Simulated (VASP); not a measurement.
# TiO2 (Anatase) (I4_1/amd) in VASP: notebook

The runs below take TiO2 (Anatase) through single point, with PBE.

All numbers are computed with VASP 6.6.1; they aren't measurements. Logs are shortened: lines on timing, memory, paths and dates and some standing lists are left out, and cuts for length are marked.

### 1 The crystal as given

The structure is tetragonal, space group I4_1/amd (No. 141). The conventional cell has a = 3.784 Å, b = 3.784 Å, c = 9.515 Å, α = 90.00°, β = 90.00°, γ = 90.00°. Ti (site symmetry -4m2) has 6 O at 1.93 to 1.98 Å as nearest neighbours. O (site symmetry 2mm) is surrounded by 3 Ti at 1.93 to 1.98 Å.

### 2 Single point, PBE

INCAR reads:

```
PREC = Accurate ; ENCUT = 400
EDIFF = 1E-7 ; ISMEAR = 0
SIGMA = 0.05 ; LREAL = False
LASPH = True ; NELM = 100
ALGO = Normal ; ISIF = 2
LWAVE = False ; LCHARG = False
GGA = PE ; ADDGRID = False
```

KPOINTS reads:

```
regular mesh
0
Gamma
  5 5 5
```

POSCAR reads:

```
TiO2
1.0
   -1.8921000000      1.8921000000      4.7573000000
    1.8921000000     -1.8921000000      4.7573000000
    1.8921000000      1.8921000000     -4.7573000000
Ti O
2 4
Direct
    0.7500000000      0.2500000000      0.5000000000
    0.0000000000      0.0000000000      0.0000000000
    0.7919000000      0.7919000000      0.0000000000
    0.5419000000      0.0419000000      0.5000000000
    0.9581000000      0.4581000000      0.5000000000
    0.2081000000      0.2081000000      0.0000000000
```

Potentials or basis: VASP PAW PBE potentials, release 64 (Ti, O).

Command:

```sh
cat potpaw_PBE.64/Ti/POTCAR potpaw_PBE.64/O/POTCAR > POTCAR
mpirun -np 1 vasp_std > vasp.out
```

OUTCAR:

```text
PREC = Accurate
   ENCUT = 400
   EDIFF = 1E-7
   ISMEAR = 0
   LREAL = False
   LASPH = True
   NELM = 100
   ISIF = 2
   GGA = PE

 Found     18 irreducible k-points:

 Following reciprocal coordinates:
            Coordinates               Weight
  0.000000  0.000000  0.000000      1.000000
  0.200000 -0.000000  0.000000      8.000000
  0.400000  0.000000  0.000000      8.000000
  0.200000  0.200000  0.000000      8.000000
  0.400000  0.200000  0.000000     16.000000
 -0.400000  0.200000 -0.000000     16.000000
   k-points           NKPTS =     18   k-points in BZ     NKDIM =     18   number of bands    NBANDS=     20
   number of dos      NEDOS =    301   number of ions     NIONS =      6
   total plane-waves  NPLWV =  46656
   dimension x,y,z NGX =    36 NGY =   36 NGZ =   36
   dimension x,y,z NGXF=    72 NGYF=   72 NGZF=   72
   ions per type =               2   4
   NGX,Y,Z   is equivalent  to a cutoff of  10.96, 10.96, 10.96 a.u.
   NGXF,Y,Z  is equivalent  to a cutoff of  21.93, 21.93, 21.93 a.u.
 SYSTEM =  unknown system
   PREC   = accura    normal or accurate (medium, high low for compatibility)
   ISTART =      0    job   : 0-new  1-cont  2-samecut
   ICHARG =      2    charge: 1-file 2-atom 10-const
   ISPIN  =      1    spin polarized calculation?
   LNONCOLLINEAR =      F non collinear calculations
   LSORBIT =      F    spin-orbit coupling
   LASPH  =      T    aspherical Exc in radial PAW
   ENCUT  =  400.0 eV  29.40 Ry    5.42 a.u.   8.90  8.90  8.90*2*pi/ulx,y,z
   NELM   =    100;   NELMIN=  2; NELMDL= -5     # of ELM steps
   EDIFF  = 0.1E-06   stopping-criterion for ELM
   LREAL  =      F    real-space projection
   EDIFFG = 0.1E-05   stopping-criterion for IOM
   NSW    =      0    number of steps for IOM
   IBRION =     -1    ionic relax: 0-MD 1-quasi-New 2-CG
   NFREE  =      0    steps in history (QN), initial steepest desc. (CG)
   ISIF   =      2    stress and relaxation
   ISYM   =      2    0-nonsym 1-usesym 2-fastsym
   POTIM  = 0.5000    time-step for ionic-motion
   TEBEG  =    0.0;   TEEND  =   0.0 temperature during run
   PSTRESS=    0.0 pullay stress
   NELECT =      32.0000    total number of electrons
   NUPDOWN=      -1.0000    fix difference up-down
   EMIN   =  10.00;   EMAX   =-10.00  energy-range for DOS
[... 5 lines left out ...]
     AMIX     =   0.40;   BMIX     =  1.00
     AMIX_MAG =   1.60;   BMIX_MAG =  1.00
  volume/ion in A,a.u.               =      11.35        76.62
  Fermi-wavevector in a.u.,A,eV,Ry     =   1.272590  2.404847 22.034444  1.619486
  Thomas-Fermi vector in A             =   2.405460
   LORBIT       =      0    0 simple, 1 ext, 2 COOP (PROOUT), +10 PAW based schemes
   GGA     = PE    functional components
   LHFCALC =     F    Hartree Fock is set to
   AEXX    =    0.0000 exact exchange contribution
   IVDW    =     0    specifies the selected vdW correction
   LEPSILON=     F    determine dielectric tensor
   LRPA    =     F    only Hartree local field effects (RPA)
 non-spin polarized calculation
 Gauss-broadening in eV      SIGMA  =   0.05
  energy-cutoff  :      400.00
  volume of cell :       68.13
 maximum number of plane-waves:      1249
   NGX = 17   NGY = 17   NGZ = 17

 number of electron      31.9999986 magnetization

 Free energy of the ion-electron system (eV)
  ---------------------------------------------------
  ext. energy  EPLUGINS =         0.00000000
  ---------------------------------------------------
  free energy    TOTEN  =       -52.98922423 eV

  energy without entropy =      -52.98922423  energy(sigma->0) =      -52.98922423

 E-fermi :   0.9028     XC(G=0): -10.5260

 val. band max:        0.6772332749   @ k =  -0.4000   0.4000   0.0000
 cond. band min:       2.6386315229   @ k =   0.0000   0.0000   0.0000
 fundamental gap:      1.9613982481
 Fermi energy:         0.9027925146

 k-point     1 :       0.0000    0.0000    0.0000
  band No.  band energies     occupation
      1     -17.0061      2.00000
      2     -15.9626      2.00000
      3     -15.9500      2.00000
      4     -15.4812      2.00000
      5      -3.2817      2.00000
      6      -3.1643      2.00000
[... 12 lines left out ...]
     19       4.4693      0.00000
     20       4.4701      0.00000

 k-point     2 :       0.2000   -0.0000    0.0000
  band No.  band energies     occupation
      1     -16.8286      2.00000
      2     -15.9098      2.00000
      3     -15.8644      2.00000
      4     -15.4709      2.00000
      5      -3.6626      2.00000
      6      -3.2733      2.00000
[... 12 lines left out ...]
     19       3.8686      0.00000
     20       4.1389      0.00000

 k-point     3 :       0.4000    0.0000    0.0000
  band No.  band energies     occupation
      1     -16.5383      2.00000
      2     -15.7602      2.00000
      3     -15.7254      2.00000
      4     -15.5055      2.00000
      5      -3.9524      2.00000
      6      -3.2283      2.00000
[... 12 lines left out ...]
     19       4.0748      0.00000
     20       4.1299      0.00000

 k-point     4 :       0.2000    0.2000    0.0000
  band No.  band energies     occupation
      1     -16.5974      2.00000
      2     -15.8998      2.00000
      3     -15.7732      2.00000
      4     -15.4810      2.00000
      5      -3.7516      2.00000
      6      -3.5625      2.00000
[... 12 lines left out ...]
     19       3.7622      0.00000
     20       4.1242      0.00000

 k-point     5 :       0.4000    0.2000    0.0000
  band No.  band energies     occupation
      1     -16.2966      2.00000
      2     -15.7504      2.00000
      3     -15.6439      2.00000
      4     -15.5014      2.00000
      5      -3.9813      2.00000
      6      -3.6239      2.00000
[... 12 lines left out ...]
     19       4.0990      0.00000
     20       4.1999      0.00000

 k-point     6 :      -0.4000    0.2000   -0.0000
  band No.  band energies     occupation
      1     -16.3714      2.00000
      2     -15.6967      2.00000
      3     -15.6546      2.00000
      4     -15.4589      2.00000
      5      -3.9301      2.00000
      6      -3.5975      2.00000
[... 12 lines left out ...]
     19       4.0844      0.00000
     20       4.2641      0.00000

 [... further k-points ...]
[... 5 lines left out ...]
  --------------------------------------------------------------------------------------
  -------------------------------------------------------------------------------------
  Total        1.0858735      1.0858735      1.2688326      0.0000000      0.0000000      0.0000000
  in kB       25.5376619     25.5376619     29.8405088      0.0000000      0.0000000      0.0000000
  external PRESSURE =      26.9719442 kB  Pullay stress =       0.0000000 kB

 VOLUME and BASIS-vectors are now :
 -----------------------------------------------------------------------------
  energy-cutoff  :      400.00
  volume of cell :       68.13
      direct lattice vectors                 reciprocal lattice vectors
    -1.892100000  1.892100000  4.757300000     0.000000000  0.264256646  0.105101633
     1.892100000 -1.892100000  4.757300000     0.264256646  0.000000000  0.105101633
     1.892100000  1.892100000 -4.757300000     0.264256646  0.264256646  0.000000000

 POSITION                                       TOTAL-FORCE (eV/Angst)
 -----------------------------------------------------------------------------------
      0.00000      1.89210      2.37865        -0.000000     -0.000000     -0.000000
      0.00000      0.00000      0.00000        -0.000000     -0.000000     -0.000000
      0.00000      0.00000      7.53461         0.000000      0.000000     -0.159374
      0.00000      1.89210      0.39866         0.000000      0.000000     -0.159374
      0.00000      1.89210      4.35864        -0.000000     -0.000000      0.159374
      0.00000      0.00000      1.97999         0.000000      0.000000      0.159374
 -----------------------------------------------------------------------------------
    total drift:                               -0.000000     -0.000000     -0.000000

  FREE ENERGIE OF THE ION-ELECTRON SYSTEM (eV)
  ---------------------------------------------------
  free  energy   TOTEN  =       -52.9892242291 eV

  energy  without entropy=      -52.9892242291  energy(sigma->0) =      -52.98922423
```

Run time: 31 s. Hardware: 1 thread of Intel Xeon Platinum 8488C (Sapphire Rapids), shared host; peak memory 0.19 GiB.

The run converged, but some of its settings lie outside the range that counts as converged, so its numbers aren't taken as properties of the crystal.

Results:

```
Free energy            : -52.9892 eV
Largest force          : 0.159 eV/Å
Band gap on the k mesh : 1.96 eV, indirect (least direct gap 2.28 eV)
```

Caveat: the k mesh is coarse (spacing up to 0.47 Å⁻¹), so the values aren't converged; the cutoff is under 1.25 times the usual one of these potentials, so pressure, stress and relaxed cells hold a basis-set (Pulay) error; an odd mesh through Γ misses points on the zone boundary, where band edges often lie.

### 3 Single point, PBE

Edit INCAR of step 2 so:

```diff
@@ -1,2 +1,2 @@
-PREC = Accurate ; ENCUT = 400
+PREC = Accurate ; ENCUT = 460
 EDIFF = 1E-7 ; ISMEAR = 0
```

KPOINTS is that of step 2.

POSCAR is that of step 2.

Potentials or basis: VASP PAW PBE potentials, release 64 (Ti, O).

Command:

```sh
cat potpaw_PBE.64/Ti/POTCAR potpaw_PBE.64/O/POTCAR > POTCAR
mpirun -np 1 vasp_std > vasp.out
```

Wall time 45 s (1 thread of Intel Xeon Platinum 8488C (Sapphire Rapids), shared host); peak memory 0.24 GiB.

The run converged, but some of its settings lie outside the range that counts as converged, so its numbers aren't taken as properties of the crystal.

What came out:

```yaml
Free_energy: -52.9274 eV
Pressure: 7.6 GPa
Largest_force: 0.163 eV/Å
Band_gap_on_the_k_mesh: 1.95 eV, indirect (least direct gap 2.27 eV)
```

Caveat: the k mesh is coarse (spacing up to 0.47 Å⁻¹), so the values aren't converged; the cutoff is under 1.25 times the usual one of these potentials, so pressure, stress and relaxed cells hold a basis-set (Pulay) error; an odd mesh through Γ misses points on the zone boundary, where band edges often lie.

### 4 Single point, PBE

Edit INCAR of step 3 so:

```diff
@@ -2,3 +2,3 @@
 EDIFF = 1E-7 ; ISMEAR = 0
-SIGMA = 0.05 ; LREAL = False
+SIGMA = 0.2 ; LREAL = False
 LASPH = True ; NELM = 100
```

KPOINTS is that of step 3.

POSCAR is that of step 3.

Potentials or basis: VASP PAW PBE potentials, release 64 (Ti, O).

Command:

```sh
cat potpaw_PBE.64/Ti/POTCAR potpaw_PBE.64/O/POTCAR > POTCAR
mpirun -np 1 vasp_std > vasp.out
```

OUTCAR:

```text
PREC = Accurate
   ENCUT = 460
   EDIFF = 1E-7
   ISMEAR = 0
   LREAL = False
   LASPH = True
   NELM = 100
   ISIF = 2
   GGA = PE

 Found     18 irreducible k-points:

 Following reciprocal coordinates:
            Coordinates               Weight
  0.000000  0.000000  0.000000      1.000000
  0.200000 -0.000000  0.000000      8.000000
  0.400000  0.000000  0.000000      8.000000
  0.200000  0.200000  0.000000      8.000000
  0.400000  0.200000  0.000000     16.000000
 -0.400000  0.200000 -0.000000     16.000000
   k-points           NKPTS =     18   k-points in BZ     NKDIM =     18   number of bands    NBANDS=     20
   number of dos      NEDOS =    301   number of ions     NIONS =      6
   total plane-waves  NPLWV =  64000
   dimension x,y,z NGX =    40 NGY =   40 NGZ =   40
   dimension x,y,z NGXF=    80 NGYF=   80 NGZF=   80
   ions per type =               2   4
   NGX,Y,Z   is equivalent  to a cutoff of  12.18, 12.18, 12.18 a.u.
   NGXF,Y,Z  is equivalent  to a cutoff of  24.37, 24.37, 24.37 a.u.
 SYSTEM =  unknown system
   PREC   = accura    normal or accurate (medium, high low for compatibility)
   ISTART =      0    job   : 0-new  1-cont  2-samecut
   ICHARG =      2    charge: 1-file 2-atom 10-const
   ISPIN  =      1    spin polarized calculation?
   LNONCOLLINEAR =      F non collinear calculations
   LSORBIT =      F    spin-orbit coupling
   LASPH  =      T    aspherical Exc in radial PAW
   ENCUT  =  460.0 eV  33.81 Ry    5.81 a.u.   9.55  9.55  9.55*2*pi/ulx,y,z
   NELM   =    100;   NELMIN=  2; NELMDL= -5     # of ELM steps
   EDIFF  = 0.1E-06   stopping-criterion for ELM
   LREAL  =      F    real-space projection
   EDIFFG = 0.1E-05   stopping-criterion for IOM
   NSW    =      0    number of steps for IOM
   IBRION =     -1    ionic relax: 0-MD 1-quasi-New 2-CG
   NFREE  =      0    steps in history (QN), initial steepest desc. (CG)
   ISIF   =      2    stress and relaxation
   ISYM   =      2    0-nonsym 1-usesym 2-fastsym
   POTIM  = 0.5000    time-step for ionic-motion
   TEBEG  =    0.0;   TEEND  =   0.0 temperature during run
   PSTRESS=    0.0 pullay stress
   NELECT =      32.0000    total number of electrons
   NUPDOWN=      -1.0000    fix difference up-down
   EMIN   =  10.00;   EMAX   =-10.00  energy-range for DOS
   EFERMI =   0.00;   METHOD = LEGACY
   ISMEAR =     0;   SIGMA  =   0.20  broadening in eV -4-tet -1-fermi 0-gaus
   EFERMI_NEDOS =   21; number of points for ismear=-14 and -15
   IALGO  =     38    algorithm
   IMIX   =      4    mixing-type and parameters
     AMIX     =   0.40;   BMIX     =  1.00
     AMIX_MAG =   1.60;   BMIX_MAG =  1.00
  volume/ion in A,a.u.               =      11.35        76.62
  Fermi-wavevector in a.u.,A,eV,Ry     =   1.272590  2.404847 22.034444  1.619486
  Thomas-Fermi vector in A             =   2.405460
   LORBIT       =      0    0 simple, 1 ext, 2 COOP (PROOUT), +10 PAW based schemes
   GGA     = PE    functional components
   LHFCALC =     F    Hartree Fock is set to
   AEXX    =    0.0000 exact exchange contribution
   IVDW    =     0    specifies the selected vdW correction
   LEPSILON=     F    determine dielectric tensor
   LRPA    =     F    only Hartree local field effects (RPA)
 non-spin polarized calculation
 Gauss-broadening in eV      SIGMA  =   0.20
  energy-cutoff  :      460.00
  volume of cell :       68.13
 maximum number of plane-waves:      1547
 NGX is ok and might be reduce to    40
   NGX = 19   NGY = 19   NGZ = 19

 number of electron      31.9999996 magnetization

 Free energy of the ion-electron system (eV)
  ---------------------------------------------------
  ext. energy  EPLUGINS =         0.00000000
  ---------------------------------------------------
  free energy    TOTEN  =       -52.92744799 eV

  energy without entropy =      -52.92744799  energy(sigma->0) =      -52.92744799

 E-fermi :   1.5495     XC(G=0): -10.5256

 val. band max:        0.6899691385   @ k =  -0.4000   0.4000   0.0000
 cond. band min:       2.6427382962   @ k =   0.0000   0.0000   0.0000
 fundamental gap:      1.9527691577
 Fermi energy:         1.5495358919

 k-point     1 :       0.0000    0.0000    0.0000
  band No.  band energies     occupation
      1     -16.9981      2.00000
      2     -15.9498      2.00000
      3     -15.9368      2.00000
      4     -15.4713      2.00000
      5      -3.2719      2.00000
      6      -3.1560      2.00000
[... 12 lines left out ...]
     19       4.4734      0.00000
     20       4.4740      0.00000

 k-point     2 :       0.2000   -0.0000    0.0000
  band No.  band energies     occupation
      1     -16.8199      2.00000
      2     -15.8995      2.00000
      3     -15.8531      2.00000
      4     -15.4611      2.00000
      5      -3.6535      2.00000
      6      -3.2647      2.00000
[... 12 lines left out ...]
     19       3.8738      0.00000
     20       4.1435      0.00000

 k-point     3 :       0.4000    0.0000    0.0000
  band No.  band energies     occupation
      1     -16.5284      2.00000
      2     -15.7482      2.00000
      3     -15.7153      2.00000
      4     -15.4945      2.00000
      5      -3.9419      2.00000
      6      -3.2193      2.00000
[... 12 lines left out ...]
     19       4.0795      0.00000
     20       4.1350      0.00000

 k-point     4 :       0.2000    0.2000    0.0000
  band No.  band energies     occupation
      1     -16.5888      2.00000
      2     -15.8895      2.00000
      3     -15.7608      2.00000
      4     -15.4707      2.00000
      5      -3.7422      2.00000
      6      -3.5518      2.00000
[... 12 lines left out ...]
     19       3.7673      0.00000
     20       4.1294      0.00000

 k-point     5 :       0.4000    0.2000    0.0000
  band No.  band energies     occupation
      1     -16.2862      2.00000
      2     -15.7393      2.00000
      3     -15.6315      2.00000
      4     -15.4899      2.00000
      5      -3.9712      2.00000
      6      -3.6133      2.00000
[... 12 lines left out ...]
     19       4.1045      0.00000
     20       4.2052      0.00000

 k-point     6 :      -0.4000    0.2000   -0.0000
  band No.  band energies     occupation
      1     -16.3611      2.00000
      2     -15.6847      2.00000
      3     -15.6431      2.00000
      4     -15.4473      2.00000
      5      -3.9198      2.00000
      6      -3.5870      2.00000
[... 12 lines left out ...]
     19       4.0897      0.00000
     20       4.2690      0.00000

 [... further k-points ...]
[... 5 lines left out ...]
  --------------------------------------------------------------------------------------
  -------------------------------------------------------------------------------------
  Total        3.1741982      3.1741982      3.3708806      0.0000000      0.0000000      0.0000000
  in kB       74.6510494     74.6510494     79.2766430      0.0000000      0.0000000      0.0000000
  external PRESSURE =      76.1929139 kB  Pullay stress =       0.0000000 kB

 VOLUME and BASIS-vectors are now :
 -----------------------------------------------------------------------------
  energy-cutoff  :      460.00
  volume of cell :       68.13
      direct lattice vectors                 reciprocal lattice vectors
    -1.892100000  1.892100000  4.757300000     0.000000000  0.264256646  0.105101633
     1.892100000 -1.892100000  4.757300000     0.264256646  0.000000000  0.105101633
     1.892100000  1.892100000 -4.757300000     0.264256646  0.264256646  0.000000000

 POSITION                                       TOTAL-FORCE (eV/Angst)
 -----------------------------------------------------------------------------------
      0.00000      1.89210      2.37865        -0.000000     -0.000000     -0.000000
      0.00000      0.00000      0.00000        -0.000000     -0.000000     -0.000000
      0.00000      0.00000      7.53461         0.000000      0.000000     -0.163044
      0.00000      1.89210      0.39866        -0.000000     -0.000000     -0.163044
      0.00000      1.89210      4.35864        -0.000000     -0.000000      0.163044
      0.00000      0.00000      1.97999        -0.000000     -0.000000      0.163044
 -----------------------------------------------------------------------------------
    total drift:                                0.000000      0.000000     -0.000000

  FREE ENERGIE OF THE ION-ELECTRON SYSTEM (eV)
  ---------------------------------------------------
  free  energy   TOTEN  =       -52.9274479885 eV

  energy  without entropy=      -52.9274479885  energy(sigma->0) =      -52.92744799
```

Wall time 35 s (1 thread of Intel Xeon Platinum 8488C (Sapphire Rapids), shared host); peak memory 0.24 GiB.

The run converged, but some of its settings lie outside the range that counts as converged, so its numbers aren't taken as properties of the crystal.

Results:

| Quantity | Value |
| --- | --- |
| Free energy | -52.9274 eV |
| Pressure | 7.6 GPa |
| Largest force | 0.163 eV/Å |
| Band gap on the k mesh | 1.95 eV, indirect (least direct gap 2.27 eV) |

Caveat: the k mesh is coarse (spacing up to 0.47 Å⁻¹), so the values aren't converged; the cutoff is under 1.25 times the usual one of these potentials, so pressure, stress and relaxed cells hold a basis-set (Pulay) error; an odd mesh through Γ misses points on the zone boundary, where band edges often lie.
